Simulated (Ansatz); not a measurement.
# Two Ansatz runs on InAs

The cell is COD entry 1537448, as deposited and not checked against the literature; nothing was relaxed. It is an old determination, and later ones may differ.

First run: DFT, LDA, PAW with Ansatz's default frozen-core files, scalar-relativistic (Ansatz 0.2.0).

Command: `ansatz run input.yaml --threads 1 --pin off --max-ram 2048MiB --backend cpu --events-out ev --progress --plain --runs-dir out` The run took 4.5 s on 1 thread of Intel(R) Xeon(R) 6975P-C (Granite Rapids) (shared host), peak memory 0.47 GiB.

```yaml
crystal:
  lattice:
    - [0.0, 3.024, 3.024]
    - [3.024, 0.0, 3.024]
    - [3.024, 3.024, 0.0]
  atoms:
    - { symbol: In, position: [0.0, 0.0, 0.0] }
    - { symbol: As, position: [0.75, 0.75, 0.75] }
kpoints:
  mp_grid: { grid: [10, 10, 10] }
  band_path:
    path:
      - [0.0, 0.0, 0.0]
      - [-0.5, -0.5, 0.0]
      - [-0.375, -0.375, 0.25]
      - [-0.375, 0.0, 0.375]
      - [0.0, 0.0, 0.0]
      - [0.0, 0.0, 0.5]
      - [-0.5, -0.25, 0.25]
      - [-0.5, -0.5, 0.0]
    npoints: 5
scf:
  occupations: { method: fermi_dirac, width: 0.08 }
hamiltonian:
  xc: lda
  pseudopotentials: { kind: paw }
output:
  forces: true
  stress: true
  eigenvalues: true
  efg: { contact_densities: true }
  write_density: true
  write_potential: true
  elf: true
  volumetric_format: npy
```

Result: converged; pressure -0.64 GPa; no gap on the k mesh; 6 SCF iterations.

Spin–orbit coupling is left out, though it moves levels of the heavy atoms by tenths of an eV or more.

A second run of a changed input logged this at its end:

```
Error: inconsistent input (hamiltonian.hubbard.sites[].l, hamiltonian.hubbard.sites[].shell): the file of In doesn't list 4f, and it can't be added: PBE doesn't bind the shell 4f of the free atom, whose level lies at +1.00 eV. Type an atom or ion with it (hamiltonian.pseudopotentials.projection_atoms), take another file or name another shell
```

**Question.** What was wrong with the input?

**Answer.** A U on a shell that isn't there, by this change (others could give a like log):
```diff
@@ -22,7 +22,9 @@
 scf:
   occupations: { method: fermi_dirac, width: 0.08 }
+  max_iter: 80
 hamiltonian:
   xc: lda
   pseudopotentials: { kind: paw }
+  hubbard: { sites: [{ species: In, l: f, u_eff: 30.0 }] }
 output:
   forces: true
@@ -30,7 +32,3 @@
   eigenvalues: true
   efg: { contact_densities: true }
-  write_density: true
-  write_potential: true
-  elf: true
-  volumetric_format: npy
```
